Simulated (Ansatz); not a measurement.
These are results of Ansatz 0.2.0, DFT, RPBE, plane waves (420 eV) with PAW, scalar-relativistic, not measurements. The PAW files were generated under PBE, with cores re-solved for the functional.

An element in the fcc structure gives this curve. The cell is scaled uniformly from the relaxed one, with fractional coordinates and shape fixed. Energies are extrapolated to zero smearing, pressures are those at the given smearing. Magnetic state: spin not included.

| V (Å³/atom) | E − E₀ (meV/atom) | P (GPa) |
| --- | --- | --- |
| 88.929 | 13.1 | 0.39 |
| 92.971 | 5.5 | 0.24 |
| 97.013 | 1.3 | 0.11 |
| 101.055 | 0.0 | 0.01 |
| 105.098 | 1.1 | -0.08 |
| 109.140 | 4.2 | -0.15 |
| 113.182 | 8.9 | -0.21 |

Task: Which element is it?
A. potassium
B. lanthanum
C. strontium
D. rubidium

Result: D. Its fit is V₀ = 101.08 Å³/atom, B₀ = 2.4 GPa, B₀′ = 3.7.
